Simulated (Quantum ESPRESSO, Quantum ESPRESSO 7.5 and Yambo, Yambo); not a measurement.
# AgBr (Bromargyrite): G0W0 on several meshes in Yambo

How does the mesh move the gap of AgBr (Bromargyrite)?

Program: Quantum ESPRESSO 7.5 and Yambo 5.3.0. Level of theory: PBE and many-body steps on it, plane waves. Results are calculated unless marked as measured.

## 1. The starting structure

Symmetry: Fm-3m, No. 225, cubic system. The conventional cell has a = 5.774 Å, b = 5.774 Å, c = 5.774 Å, α = 90.00°, β = 90.00°, γ = 90.00°. Nearest to Ag lie 6 Br at 2.89 Å. Nearest to Br lie 6 Ag at 2.89 Å. Farther neighbours and most contacts between anions are not listed.

The cell and positions come from the Crystallography Open Database and are kept as given unless a step says otherwise.

## 2. Empty states on the mesh, 2×2×2 mesh, 161 bands

This step: Quantum ESPRESSO 7.5; DFT, PBE, plane waves, norm-conserving pseudopotentials.

The sums over transitions need many empty states on a uniform mesh; this step solves for them.

The input, pw.in:

```
&control
  calculation = 'nscf'
  prefix = 'x'
  outdir = 'o'
  pseudo_dir = 'pseudo'
/
&system
  ibrav = 0
  nat = 2
  ntyp = 2
  ecutwfc = 76.0
  nbnd = 161
  force_symmorphic = .true.
/
&electrons
  conv_thr = 1e-9
  electron_maxstep = 80
  diago_full_acc = .true.
  diago_thr_init = 5e-6
/
ATOMIC_SPECIES
  Ag 107.87 Ag.upf
  Br 79.904 Br.upf
CELL_PARAMETERS angstrom
  0.0000000000 2.8872500000 2.8872500000
  2.8872500000 0.0000000000 2.8872500000
  2.8872500000 2.8872500000 0.0000000000
ATOMIC_POSITIONS crystal
  Ag 0.0000000000 0.0000000000 0.0000000000
  Br 0.5000000000 0.5000000000 0.5000000000
K_POINTS automatic
  2 2 2 0 0 0
```

Launch:

```console
> OMP_NUM_THREADS=1 mpirun -n 4 pw.x -nk 4 -in pw.in > pw.out
```

The log of the run:

```text
Program PWSCF v.7.5 starts

     This program is part of the open-source Quantum ESPRESSO suite
     for quantum simulation of materials; please cite
         "P. Giannozzi et al., J. Phys.:Condens. Matter 21 395502 (2009);
         "P. Giannozzi et al., J. Phys.:Condens. Matter 29 465901 (2017);
         "P. Giannozzi et al., J. Chem. Phys. 152 154105 (2020);
     in publications or presentations arising from this work. More details at

     Atomic positions and unit cell read from directory:
     o/x.save/

     Message from routine setup:
[...]
[... 9 further rows ...]
[...]
121.7295

          k =-0.7071 0.0000 0.0000 (  3612 PWs)   bands (ev):

[...]
67.0236  67.7612  67.8436  68.6143  68.6143  69.2028  71.4667  71.8229
     [... 9 further rows ...]
   120.0228 120.0655 120.0655 120.9629 121.5846 121.6955 121.6955 121.7637
   121.8322

     highest occupied, lowest unoccupied level (ev):     9.3930   10.0695

     XML data file, pseudopotentials, collected wavefunctions

=------------------------------------------------------------------------------=
   JOB DONE.
=------------------------------------------------------------------------------=
```

The job ended after 5.7 s (4 MPI ranks of Arm Neoverse V2, shared host; peak memory 0.35 GiB).

This step gave:

```
gap                                                           : 0.6765 eV
k of the valence top                                          : 0, 0, -0.5
k of the conduction bottom                                    : 0, 0, 0
least direct gap                                              : 2.544 eV
k points computed                                             : 3
lowest point of the top converged band, above the valence top : 109.2370 eV
```

On this mesh the gap is 0.676 eV.

The density comes from a self-consistent run that is not shown.

## 3. Conversion and set-up

This step: Yambo 5.3.0; conversion and set-up on PBE, plane waves, norm-conserving pseudopotentials.

The states are converted to the many-body program's format and the q mesh is built.

Launch:

```console
> (cd o/x.save; p2y > p2y.log; mv SAVE ../..); yambo > setup.log
```

The log of the run:

```text
 Yambo, version 5.3.0

 [02] CORE Variables Setup
 =========================

  [02.01] Unit cells
  ==================

  Cell kind             :  FCC
  Atoms in the cell     :  Ag  Br
  number of Ag atoms    :  1
  number of Br atoms    :  1

  List of atomic masses
  Mass of Ag    :  107.8700
  Mass of Br    :  79.90400

  List of atomic coordinates    : [cc]
  Ag1       :  0.000000  0.000000  0.000000  order 1
  Br1       :  5.456112  5.456112  5.456112  order 2

  Alat factors          :  5.456112  5.456112  5.456112 [a.u.]
  Direct lattice volume :  324.8477 [a.u.]
[...]
0.000000  0.000000  0.000000  0.000000  0.000000  0.000000  0.000000  0.000000

 [03] Transferred momenta grid and indexing
 ==========================================

 IBZ Q-points                                      :  3
 BZ  Q-points                                      :   8

 K/Q-points units:
 rlu = crystal or reduced units; cc = cartesian coordinates; iku = interal k-units

 Q [1]          [rlu]:  0.000000  0.000000  0.000000
 Q [2]          [rlu]: -0.17474E-16 -0.17474E-16 -0.50000
 Q [3]          [rlu]: -0.74416E-17 -0.50000     -0.50000

  [03.01] X indexes
  =================

   [03.01.01] Sigma indexes
   ========================

 [06] Game Over & Game summary
```

Wall time 2.1 s (1 MPI rank); peak memory 0.25 GiB.

## 4. 2×2×2

G0W0 replaces the xc potential by the self-energy, built once from these orbitals. Only a window of levels is corrected, while the sums run over the empty bands that the input names.

This step: G0W0 on PBE, plane waves, norm-conserving pseudopotentials.

The input, gw13.in:

```
HF_and_locXC
gw0
dyson
ppa
em1d
rim_cut
RandQpts= 1000000
RandGvec= 1 RL
EXXRLvcs= 76 Ry
VXCRLvcs= 304 Ry
Chimod= "HARTREE"
% BndsRnXp
 1 | 161 |
%
NGsBlkXp= 15.5 Ry
% LongDrXp
 1 | 1 | 1 |
%
% GbndRnge
 1 | 161 |
%
DysSolver= "n"
ExtendOut
PPAPntXp= 27.21138 eV
% QPkrange
 2 | 2 | 17 | 20 |
 1 | 1 | 17 | 20 |
%
```

Launch:

```console
> OMP_NUM_THREADS=1 mpirun -n 4 yambo -F gw13.in -J gw13 -C gw13 > gw13.log
```

The log of the run:

```text
 Yambo, version 5.3.0

 [02] CORE Variables Setup
 =========================

  [... cell, symmetries and grids as in the set-up ...]

  [02.05] Energies & Occupations
  ==============================

  [X] === General ===
  [X] Electronic Temperature                        :  0.000000  0.000000 [eV K]
  [X] Bosonic    Temperature                        :  0.000000  0.000000 [eV K]
  [X] Finite Temperature mode                       : no
  [X] El. density                                   :  0.74786E+24 [cm-3]
  [X] Fermi Level                                   :  9.392987 [eV]

  [X] === Gaps and Widths ===
  [X] Conduction Band Min                           :  0.676466 [eV]
  [X] Valence Band Max                              :  0.000000 [eV]
  [X] Filled Bands                                  :  18
  [X] Empty Bands                                   :   19  161
  [X] Direct Gap                                    :  2.544364 [eV]
  [X] Direct Gap localized at k                     :  1
  [X] Indirect Gap                                  :  0.676466 [eV]
  [X] Indirect Gap between kpts                     :  2  1
  [X] Last valence band width                       :  2.238986 [eV]
  [X] 1st conduction band width                     :  3.113749 [eV]

 [03] Transferred momenta grid and indexing
 ==========================================

 IBZ Q-points                                      :  3
 BZ  Q-points                                      :   8

 K/Q-points units:
 rlu = crystal or reduced units; cc = cartesian coordinates; iku = interal k-units

 Q [1]          [rlu]:  0.000000  0.000000  0.000000
 Q [2]          [rlu]: -0.17474E-16 -0.17474E-16 -0.50000
 Q [3]          [rlu]: -0.74416E-17 -0.50000     -0.50000

 [04] Coloumb potential Random Integration (RIM)
 ===============================================

  [04.01] RIM initialization
  ==========================

  * Diagonal components only detected *

  8 x (sBL volume)        :  0.763589 [a.u.]
  sBZ random points       :  1000000
  Points outside the sBZ  :   7996195
  RL volume               :  0.763589 [a.u.]
  Integrated volume       :  0.763953 [a.u.]

  [04.02] RIM integrals
  =====================

  Gamma point sphere radius             :  0.165795 [a.u.]
  Points outside the sphere             :   799659
  [Int_sBZ(q=0) 1/q^2]*(Vol_sBZ)^(-1/3) =:  7.764404
                                 should be <:  7.795600

  Summary of Coulomb integrals for non-metallic bands |Q|[au] RIM/Bare

  Q [1] 0.100000E-4 0.995998 * Q [2] 0.498652 1.063913
  Q [3] 0.575793 1.063520

 [05] Dipoles
 ============

  [05.01] Setup: observables and procedures
  =========================================

 [06] Dynamic Dielectric Matrix (PPA)
 ====================================

 [WR./gw13//ndb.pp]--------------------------------------------------------------
  Brillouin Zone Q/K grids (IBZ/BZ)                :   3   8   3   8
  RL vectors                                       :   4477 [WF]
  Coulomb cutoff potential                         : none
  Electronic Temperature                           :  0.000000 [K]
  Bosonic    Temperature                           :  0.000000 [K]
  PPA    diel. fun.  energies                      : Perdew, Burke & Ernzerhof(X)+Perdew, Burke & Ernzerhof(C)
  wavefunctions                                    : Perdew, Burke & Ernzerhof(X)+Perdew, Burke & Ernzerhof(C)
  Global Gauge                                     : length
  X matrix size                                    :   387
  X band range                                     :    1  161
  X e/h energy range                               : -1.000000 -1.000000 [eV]
  X Time ordering                                  : R
  X Hxc Kernel                                     : HARTREE
  X Drude frequency                                :  0.000000  0.000000
  X poles                                          :  100.0000 [o/o]
  RL vectors in the sum                            :   4477
  [r,Vnl] included                                 : yes
  Field direction                                  :  0.577350E-5  0.577350E-5  0.577350E-5
  BZ energy Double Grid                            : no
  BZ energy DbGd points                            : 0
  BZ Q point size factor                           : -1.000000
  X Optical Averaged directions                    : none

 [07] Local Exchange-Correlation + Non-Local Fock
 ================================================

 [VXC] Plane waves :  29123
 [EXS] Plane waves :   3719

 QP @ state[ 1 ] K range:  1  2
 QP @ state[ 1 ] b range:  17  20

 [xc] Functional : Perdew, Burke & Ernzerhof(X)+Perdew, Burke & Ernzerhof(C)
 [xc] LIBXC used to calculate xc functional
  PP Number of Atomic Species                      :  2
  NLCC RL compoments                               :  29123
  PP Number of Atomic Species                      :  2
  NLCC RL compoments                               :  29123

 [xc] E_xc :  -26.57791 [Ha]
      E_xc :  -53.15582 [Ry]

  Local XC kind (lXC) : Perdew, Burke & Ernzerhof(X)+Perdew, Burke & Ernzerhof(C)
  Non-Local XC kind (nlXC) : Hartree-Fock

  Corrections @ K [1] :  [eV]
 <17|nlXC|17> = -19.99298  0.84024E-17 <17|lXC|17> = -14.97752 -0.94397E-16
 <18|nlXC|18> = -19.99298 -0.71619E-17 <18|lXC|18> = -14.97752 -0.18882E-15
 <19|nlXC|19> = -6.767843 -0.14496E-17 <19|lXC|19> = -11.43892 -0.18882E-15
 <20|nlXC|20> = -6.321272  0.41669E-17 <20|lXC|20> = -11.50684  0.23575E-16

  Corrections @ K [2] :  [eV]
 <17|nlXC|17> = -26.29082  0.77285E-18 <17|lXC|17> = -20.97279  0.11793E-16
 <18|nlXC|18> = -26.29082 -0.12495E-17 <18|lXC|18> = -20.97279 -0.23580E-16
 <19|nlXC|19> = -4.762608 -0.19660E-17 <19|lXC|19> = -9.137120 -0.47205E-16
 <20|nlXC|20> = -9.431852  0.10397E-17 <20|lXC|20> = -14.47762  0.28027E-15

 [08] Dyson equation: Newton solver
 ==================================

  [08.01] G0W0 (W PPA)
  ====================

  [  GW  ] Bands range     :    1  161
  [GW/PPA] G damping       :  0.100000 [eV]

  QP @ state[ 1 ] K range:  1  2
  QP @ state[ 1 ] b range:  17  20

   Sc/G bands                                       :    1  161
   Sc/G damping                                     :  0.100000 ev
   Sc bands terminator                              : no
   Sx RL components                                 :   3719

   QP @ state[ 1 ] K range                          :  1  2
   QP @ state[ 1 ] b range                          :  17  20
   GF energies kind                                 : Perdew, Burke & Ernzerhof(X)+Perdew, Burke & Ernzerhof(C)
   GF WF`s kind                                     : Perdew, Burke & Ernzerhof(X)+Perdew, Burke & Ernzerhof(C)
   Xs energies kind                                 : Perdew, Burke & Ernzerhof(X)+Perdew, Burke & Ernzerhof(C)
   Xs WF`s kind                                     : Perdew, Burke & Ernzerhof(X)+Perdew, Burke & Ernzerhof(C)

 [11] Game Over & Game summary
```

Elapsed: 20 s, on 4 MPI ranks; peak memory 1.3 GiB.

This step gave:

```yaml
g0w0_gap_on_the_points_computed: 2.068 eV
starting_gap_on_the_mesh: 0.6765 eV
k_of_the_valence_top: 0, 0, -0.5
k_of_the_conduction_bottom: 0, 0, 0
least_direct_g0w0_gap_on_the_computed_points: 4.459 eV
z_at_the_valence_top: 0.8022
z_at_the_conduction_bottom: 0.8233
```

The gap on the mesh goes from 0.68 eV to 2.07 eV, a correction of +1.39 eV.

## 5. Empty states on the mesh, 6×6×6 mesh, 161 bands

This step: Quantum ESPRESSO 7.5; DFT, PBE, plane waves, norm-conserving pseudopotentials.

pw.in, as its differences from that of step 2:

```diff
@@ -31,2 +31,2 @@
 K_POINTS automatic
-  2 2 2 0 0 0
+  6 6 6 0 0 0
```

Launch:

```console
> OMP_NUM_THREADS=1 mpirun -n 4 pw.x -nk 4 -in pw.in > pw.out
```

The log of the run:

```text
[banner, memory and clock lines left out]
Program PWSCF v.7.5 starts

     Atomic positions and unit cell read from directory:
     o/x.save/

     Message from routine setup:
     using ibrav=0 with symmetry is DISCOURAGED, use correct ibrav instead

     G-vector sticks info

     bravais-lattice index     =            0
     lattice parameter (alat)  =       7.7161  a.u.
     unit-cell volume          =     324.8477 (a.u.)^3
     number of atoms/cell      =            2
     number of atomic types    =            2
     number of electrons       =        36.00
[...]
118.6300

          k = 0.1179 0.1179-0.1179 (  3632 PWs)   bands (ev):

[...]
[... 9 further rows ...]
[...]
120.4991

          k = 0.2357 0.2357-0.2357 (  3633 PWs)   bands (ev):

[...]
68.2397  68.2397  68.5494  68.9640  68.9640  71.0678  71.6064  71.6064
     [... 9 further rows ...]
   115.4017 115.9192 117.1752 118.0018 118.0018 119.8823 119.8824 121.8806
   121.9806

          k =-0.3536-0.3536 0.3536 (  3648 PWs)   bands (ev):

     [... further k-points ...]

     highest occupied, lowest unoccupied level (ev):     9.3930   10.0695

     XML data file, pseudopotentials, collected wavefunctions
```

Elapsed: 21 s, on 4 MPI ranks; peak memory 0.4 GiB.

Numbers from this step:

| Property | Result |
| --- | --- |
| gap | 0.6765 eV |
| k of the valence top | 0, 0, -0.5 |
| k of the conduction bottom | 0, 0, 0 |
| least direct gap | 2.544 eV |
| k points computed | 16 |
| lowest point of the top converged band, above the valence top | 109.2370 eV |

On this mesh the gap is 0.676 eV.

(Continued in part 2 of 2.)

[Paths, hosts, dates, memory and timing lines, banners, echoed tables and standing remarks are left out of the program output.]

[Logs are printed without paths, hosts, clocks, repeated set-up lines and the standing remarks that a program may print on its own settings, such as how far it seeks lower states.]

[Runs of the session that timed out or met a known fault of the program may be left out.]

[Hosts, paths, dates, database ids (printed as entryN), source tags and the programs' standing remarks are cut or masked in the printed files.]
